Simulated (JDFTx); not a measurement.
# HfC (Fm-3m) in JDFTx: relaxation of cell and atoms with PBE+D3

Aim: the relaxation of cell and atoms of HfC with PBE+D3.

Everything below comes from runs of JDFTx 1.7.0 (patched build). Logs are shortened: lines on timing, memory, paths and dates and some standing lists are left out, and cuts for length are marked. The log counts tension as positive stress, the text compression.

## Step 1: Starting point

The structure is cubic, space group Fm-3m (No. 225). Conventional cell: a = 4.650 Å, b = 4.650 Å, c = 4.650 Å, α = 90.00°, β = 90.00°, γ = 90.00°. Hf (site symmetry m-3m) is surrounded by 6 C at 2.33 Å. Around C (site symmetry m-3m) lie 6 Hf at 2.33 Å.

## Step 2: Relaxation of cell and atoms, PBE+D3

The input, HfC.in:

```
lattice Face-Centered Cubic 8.7872264795
coords-type Lattice
ion Hf     0.5000000000     0.5000000000     0.5000000000 1
ion C      0.0000000000     0.0000000000     0.0000000000 1

ion-species pseudo/Hf.upf
ion-species pseudo/C.upf
elec-cutoff 41 328
elec-ex-corr gga-PBE
van-der-waals D3
kpoint-folding 10 10 10
elec-smearing Fermi 0.0018374661
elec-n-bands 14
electronic-SCF nIterations 100 energyDiffThreshold 1e-09
electronic-minimize nIterations 30 energyDiffThreshold 1e-7
forces-output-coords Cartesian
lattice-minimize nIterations 40 energyDiffThreshold 1e-6

dump-name run.$VAR
dump End Ecomponents EigStats BandEigs Kpoints Forces Stress ElecDensity Dtot KEdensity
```

Potentials or basis: PseudoDojo-SR-PBE-0.5-standard with smoothed tails.

Launch:

```bash
$ jdftx -c 1 -i HfC.in -o HfC.out
```

The program printed:

```text
*************** JDFTx 1.7.0 (patched build) ***************

Input parsed successfully to the following command list (including defaults):
[... the input with its defaults ...]

---------- Setting up symmetries ----------

Found 48 point-group symmetries of the bravais lattice
Found 48 space-group symmetries with basis
Applied RMS atom displacement 0 bohrs to make symmetries exact.

---------- Initializing the Grid ----------
R =
[            0      4.39361      4.39361  ]
[      4.39361            0      4.39361  ]
[      4.39361      4.39361            0  ]
unit cell volume = 169.627
G =
[  -0.715036   0.715036   0.715036  ]
[   0.715036  -0.715036   0.715036  ]
[   0.715036   0.715036  -0.715036  ]
Minimum fftbox size, Smin = [  52  52  52  ]
Chosen fftbox size, S = [  54  54  54  ]

---------- Initializing tighter grid for wavefunction operations ----------
R =
[            0      4.39361      4.39361  ]
[      4.39361            0      4.39361  ]
[      4.39361      4.39361            0  ]
unit cell volume = 169.627
G =
[  -0.715036   0.715036   0.715036  ]
[   0.715036  -0.715036   0.715036  ]
[   0.715036   0.715036  -0.715036  ]
Minimum fftbox size, Smin = [  36  36  36  ]
Chosen fftbox size, S = [  36  36  36  ]

---------- Exchange Correlation functional ----------
Initalized PBE GGA exchange.
Initalized PBE GGA correlation.

---------- Setting up pseudopotentials ----------
Width of ionic core gaussian charges (only for fluid interactions / plotting) set to 0

Reading pseudopotential file 'pseudo/Hf.upf':
  'Hf' pseudopotential, 'PBE' functional
  Generated using ONCVPSP code by D. R. Hamann
  12 valence electrons, 4 orbitals, 8 projectors, 1001 radial grid points, with lMax = 3
    5S    l: 0   occupation:  2.0   eigenvalue: -2.462799
    5P    l: 1   occupation:  6.0   eigenvalue: -1.307320
    5D    l: 2   occupation:  2.0   eigenvalue: -0.098817
    6S    l: 0   occupation:  2.0   eigenvalue: -0.187732
  Core radius for overlap checks: 2.38 bohrs.

Reading pseudopotential file 'pseudo/C.upf':
  'C' pseudopotential, 'PBE' functional
  Generated using ONCVPSP code by D. R. Hamann
  4 valence electrons, 2 orbitals, 4 projectors, 1001 radial grid points, with lMax = 1
    2S    l: 0   occupation:  2.0   eigenvalue: -0.505335
    2P    l: 1   occupation:  2.0   eigenvalue: -0.194238
  Core radius for overlap checks: 1.21 bohrs.

Initialized 2 species with 2 total atoms.

Folded 1 k-points by 10x10x10 to 1000 k-points.

---------- Setting up k-points, bands, fillings ----------
Reduced to 47 k-points under symmetry.
Computing the number of bands and number of electrons
Calculating initial fillings.
nElectrons:  16.000000   nBands: 14   nStates: 47

----- Setting up reduced wavefunction bases (one per k-point) -----
average nbasis = 2126.595 , ideal nbasis = 2126.989

Initializing DFT-D3 calculator:
	Parameters set for gga-PBE functional
	s6:  1.000  s_r6:  1.217
	s8:  0.722  s_r8:  1.000
	Per-atom parameters loaded for:
	Hf:  sqrtQ[a0]:  8.207  Rcov[a0]:  2.589  CN: [ 0.00 1.93 3.88 ]
	 C:  sqrtQ[a0]:  3.105  Rcov[a0]:  1.417  CN: [ 0.00 0.99 2.00 3.00 3.98 ]

---------- Setting up ewald sum ----------
Optimum gaussian width for ewald sums = 1.995503 bohr.
Real space sum over 1331 unit cells with max indices [  5  5  5  ]
Reciprocal space sum over 2197 terms with max indices [  6  6  6  ]

Computing DFT-D3 correction:
# coordination-number Hf 16.473
# coordination-number C 5.935
# diagonal-C6 Hf 420.98
# diagonal-C6 C 18.21
EvdW_6 =   -0.007762
EvdW_8 =   -0.012438

---------- Allocating electronic variables ----------
Initializing wave functions:  linear combination of atomic orbitals
Hf pseudo-atom occupations:   s ( 2 2 )  p ( 6 )  d ( 2 )
C pseudo-atom occupations:   s ( 2 )  p ( 2 )
	FillingsUpdate:  mu: +0.613243548  nElectrons: 16.000000
LCAOMinimize: Iter:   0  F: -55.6802460481703534  |grad|_K:  1.049e-02  alpha:  1.000e+00
	FillingsUpdate:  mu: +0.577276799  nElectrons: 16.000000
LCAOMinimize: Iter:   1  F: -55.8656266993389181  |grad|_K:  9.906e-04  alpha:  3.322e-01  linmin:  4.100e-01  cgtest: -9.399e-01
LCAOMinimize: 	Bad step direction: g.d > 0.
[... 12 lines of inner loops ...]
LCAOMinimize: 	Predicted alpha/alphaT>3.000000, increasing alphaT to 9.380183e-01.
	FillingsUpdate:  mu: +0.586376737  nElectrons: 16.000000
LCAOMinimize: Iter:   6  F: -55.8671755964342154  |grad|_K:  3.163e-09  alpha:  9.577e-01  linmin:  4.284e-03  cgtest: -1.304e-02
LCAOMinimize: Converged (|Delta F|<1.000000e-06 for 2 iters).

--------- Lattice Minimization ---------

Computing DFT-D3 correction:
# coordination-number Hf 16.473
# coordination-number C 5.935
# diagonal-C6 Hf 420.98
# diagonal-C6 C 18.21
EvdW_6 =   -0.007762
EvdW_8 =   -0.012438

-------- Electronic minimization -----------
Will mix electronic density at each iteration.
	FillingsUpdate:  mu: +0.586376737  nElectrons: 16.000000
	FillingsUpdate:  mu: +0.574484716  nElectrons: 16.000000
SCF: Cycle:  0   F: -55.899775049951032   dF: -3.260e-02   |Residual|: 4.485e-02   |deigs|: 2.100e-02
	FillingsUpdate:  mu: +0.568962093  nElectrons: 16.000000
SCF: Cycle:  1   F: -55.901329076213386   dF: -1.554e-03   |Residual|: 1.666e-02   |deigs|: 5.856e-03
	FillingsUpdate:  mu: +0.568721322  nElectrons: 16.000000
SCF: Cycle:  2   F: -55.901425206429721   dF: -9.613e-05   |Residual|: 8.241e-03   |deigs|: 2.663e-03
	FillingsUpdate:  mu: +0.567985117  nElectrons: 16.000000
SCF: Cycle:  3   F: -55.901436733629282   dF: -1.153e-05   |Residual|: 1.223e-03   |deigs|: 1.479e-03
	FillingsUpdate:  mu: +0.568177492  nElectrons: 16.000000
SCF: Cycle:  4   F: -55.901437580851216   dF: -8.472e-07   |Residual|: 5.124e-04   |deigs|: 3.042e-04
	FillingsUpdate:  mu: +0.568113508  nElectrons: 16.000000
SCF: Cycle:  5   F: -55.901437842878089   dF: -2.620e-07   |Residual|: 9.841e-05   |deigs|: 8.532e-05
	FillingsUpdate:  mu: +0.568109161  nElectrons: 16.000000
SCF: Cycle:  6   F: -55.901437859469560   dF: -1.659e-08   |Residual|: 3.329e-05   |deigs|: 3.905e-05
	FillingsUpdate:  mu: +0.568110968  nElectrons: 16.000000
SCF: Cycle:  7   F: -55.901437864466622   dF: -4.997e-09   |Residual|: 1.365e-05   |deigs|: 3.411e-05
	FillingsUpdate:  mu: +0.568113923  nElectrons: 16.000000
SCF: Cycle:  8   F: -55.901437865289992   dF: -8.234e-10   |Residual|: 1.578e-05   |deigs|: 3.287e-05
	FillingsUpdate:  mu: +0.568111813  nElectrons: 16.000000
SCF: Cycle:  9   F: -55.901437865777446   dF: -4.875e-10   |Residual|: 3.498e-06   |deigs|: 3.556e-05
SCF: Converged (|Delta E|<1.000000e-09 for 2 iters).

Setting wave functions to eigenvectors of Hamiltonian

Computing DFT-D3 correction:
# coordination-number Hf 16.473
# coordination-number C 5.935
# diagonal-C6 Hf 420.98
# diagonal-C6 C 18.21
EvdW_6 =   -0.007762
EvdW_8 =   -0.012438
# Lattice vectors:
R =
[            0      4.39361      4.39361  ]
[      4.39361            0      4.39361  ]
[      4.39361      4.39361            0  ]
unit cell volume = 169.627

# Strain tensor in Cartesian coordinates:
[            0            0            0  ]
[            0            0            0  ]
[            0            0            0  ]

# Stress tensor in Cartesian coordinates [Eh/a0^3]:
[   0.00012713            0            0  ]
[            0   0.00012713            0  ]
[            0            0   0.00012713  ]

# Ionic positions in lattice coordinates:
ion Hf   0.500000000000000   0.500000000000000   0.500000000000000 1
ion C   0.000000000000000   0.000000000000000   0.000000000000000 1

# Forces in Cartesian coordinates:
force Hf  -0.000000000000000   0.000000000000000  -0.000000000000000 1
force C   0.000000000000000  -0.000000000000000   0.000000000000000 1

# Energy components:
   Eewald =      -47.6937911387062030
       EH =        6.5723829060667613
     Eloc =      -26.0093977676872932
      Enl =        2.5380951037235753
     EvdW =       -0.0201997540827301
      Exc =      -16.4356864124474669
 Exc_core =        6.6241894941958961
       KE =       18.5230726045578109
-------------------------------------
     Etot =      -55.9013349643796431
       TS =        0.0001029013978005
-------------------------------------
        F =      -55.9014378657774458

LatticeMinimize: Iter:   0  F: -55.901437865777446  |grad|_K:  6.747e-03

#--- Lowdin population analysis ---
# oxidation-state Hf +0.745
# oxidation-state C -0.709

Computing DFT-D3 correction:
# coordination-number Hf 16.497
# coordination-number C 5.938
# diagonal-C6 Hf 420.98
# diagonal-C6 C 18.21
EvdW_6 =   -0.007777
EvdW_8 =   -0.012473

-------- Electronic minimization -----------
Will mix electronic density at each iteration.
	FillingsUpdate:  mu: +0.568111813  nElectrons: 16.000000
	FillingsUpdate:  mu: +0.569368128  nElectrons: 16.000000
SCF: Cycle:  0   F: -55.901480018324321   dF: -2.169e-06   |Residual|: 3.943e-04   |deigs|: 3.690e-05
	FillingsUpdate:  mu: +0.569414141  nElectrons: 16.000000
SCF: Cycle:  1   F: -55.901480332699947   dF: -3.144e-07   |Residual|: 1.122e-04   |deigs|: 6.557e-05
	FillingsUpdate:  mu: +0.569409440  nElectrons: 16.000000
SCF: Cycle:  2   F: -55.901480344149554   dF: -1.145e-08   |Residual|: 6.518e-05   |deigs|: 1.835e-05
	FillingsUpdate:  mu: +0.569412909  nElectrons: 16.000000
SCF: Cycle:  3   F: -55.901480346759236   dF: -2.610e-09   |Residual|: 1.463e-05   |deigs|: 1.665e-05
	FillingsUpdate:  mu: +0.569411757  nElectrons: 16.000000
SCF: Cycle:  4   F: -55.901480347563080   dF: -8.038e-10   |Residual|: 1.344e-05   |deigs|: 5.510e-05
	FillingsUpdate:  mu: +0.569413902  nElectrons: 16.000000
SCF: Cycle:  5   F: -55.901480347794418   dF: -2.313e-10   |Residual|: 4.457e-06   |deigs|: 1.929e-05
SCF: Converged (|Delta E|<1.000000e-09 for 2 iters).

Setting wave functions to eigenvectors of Hamiltonian

Computing DFT-D3 correction:
# coordination-number Hf 16.497
# coordination-number C 5.938
# diagonal-C6 Hf 420.98
# diagonal-C6 C 18.21
EvdW_6 =   -0.007777
EvdW_8 =   -0.012473
# Lattice vectors:
R =
[            0      4.39052      4.39052  ]
[      4.39052            0      4.39052  ]
[      4.39052      4.39052            0  ]
unit cell volume = 169.269
[... 239 lines left out ...]
# Strain tensor in Cartesian coordinates:
[  -0.00517986            0            0  ]
[            0  -0.00517986            0  ]
[            0            0  -0.00517986  ]

# Stress tensor in Cartesian coordinates [Eh/a0^3]:
[  1.77365e-08            0            0  ]
[            0  1.77365e-08            0  ]
[            0            0  1.77365e-08  ]

# Ionic positions in lattice coordinates:
ion Hf   0.500000000000000   0.500000000000000   0.500000000000000 1
ion C  -0.000000000000000  -0.000000000000000   0.000000000000000 1

# Forces in Cartesian coordinates:
force Hf   0.000000000000000   0.000000000000000  -0.000000000000000 1
force C  -0.000000000000000  -0.000000000000000   0.000000000000000 1

# Energy components:
   Eewald =      -47.9421246610847334
       EH =        6.4952918037188017
     Eloc =      -25.7147511844838341
      Enl =        2.5372829614626249
     EvdW =       -0.0205753835274392
      Exc =      -16.4504649551788340
 Exc_core =        6.6241897113675510
       KE =       18.5696443069535455
-------------------------------------
     Etot =      -55.9015074007723172
       TS =        0.0000992413401370
-------------------------------------
        F =      -55.9016066421124549

LatticeMinimize: Iter:   4  F: -55.901606642112455  |grad|_K:  9.268e-07  alpha:  1.000e+00  linmin: -1.000e+00
LatticeMinimize: Converged (|Delta F|<1.000000e-06 for 2 iters).

#--- Lowdin population analysis ---
# oxidation-state Hf +0.734
# oxidation-state C -0.698

Dumping 'run.eigStats' ...
	eMin: -1.666087 at state 0 ( [ +0.000000 +0.000000 +0.000000 ] spin 0 )
	HOMO: +0.577154 at state 1 ( [ +0.000000 +0.000000 +0.100000 ] spin 0 )
	mu  : +0.577775
	LUMO: +0.582415 at state 6 ( [ +0.000000 +0.100000 +0.100000 ] spin 0 )
	eMax: +1.070209 at state 45 ( [ +0.200000 +0.400000 -0.300000 ] spin 0 )
	HOMO-LUMO gap: +0.005261
	Optical gap  : +0.025385 at state 28 ( [ +0.000000 +0.400000 +0.500000 ] spin 0 )
Done!
[note: the HOMO, LUMO and gaps printed at the end count levels as full or empty at half filling, so they show a gap where a level is partly filled]
```

Run time: 1.9 min. Hardware: 1 thread of Intel Xeon Platinum 8488C (Sapphire Rapids), shared host; peak memory 0.14 GiB.

Results:

* Free energy: -1521.1602 eV
* Relaxed volume: 12.37 Å³/atom
* Relaxed cell: a = 3.271 Å, b = 3.271 Å, c = 3.271 Å, α = 60.00°, β = 60.00°, γ = 60.00°
* Space group after relaxing (to 0.05 Å): Fm-3m (No. 225)
* Energy gained by relaxing: 2.3 meV/atom
* Ionic steps: 5
* Pressure after relaxing: 0.0 GPa
* Band gap on the k mesh: none (metal or under the smearing width)
* Loewdin charges: Hf +0.73; C -0.70 e

The path:
```
step  energy change (eV)  largest force (eV/Å)  pressure (GPa)  volume (Å³)
   1              0.0000                0.0000           -3.74        25.14
   2             -0.0012                0.0000           -3.24        25.08
   3             -0.0046                0.0000           -0.07        24.75
   4             -0.0046                0.0000            0.00        24.75
   5             -0.0046                0.0000            0.00        24.75
```

Final structure:
```yaml
crystal:
  lattice:
    - [0.00000, 2.31295, 2.31295]
    - [2.31295, 0.00000, 2.31295]
    - [2.31295, 2.31295, 0.00000]
  atoms:
    - { symbol: Hf, position: [0.50000, 0.50000, 0.50000] }
    - { symbol: C, position: [0.00000, 0.00000, 0.00000] }
```

Levels at points of the mesh, in eV from the Fermi level:
| k point | band 4 | band 5 | band 6 | band 7 | band 8 | band 9 | band 10 | band 11 |
| --- | --- | --- | --- | --- | --- | --- | --- | --- |
| (0.00, 0.00, 0.00) | -29.50 | -12.42 | 0.99 | 0.99 | 0.99 | 1.37 | 1.37 | 1.37 |
| (0.00, 0.00, 0.50) | -29.57 | -8.58 | -6.25 | -3.08 | -3.08 | 5.38 | 5.38 | 5.85 |
| (0.00, 0.50, 0.50) | -29.74 | -10.53 | -2.62 | -1.85 | -0.11 | -0.11 | 5.38 | 6.85 |

Caveat: pairwise dispersion overbinds metals, which lowers pressure and volume.
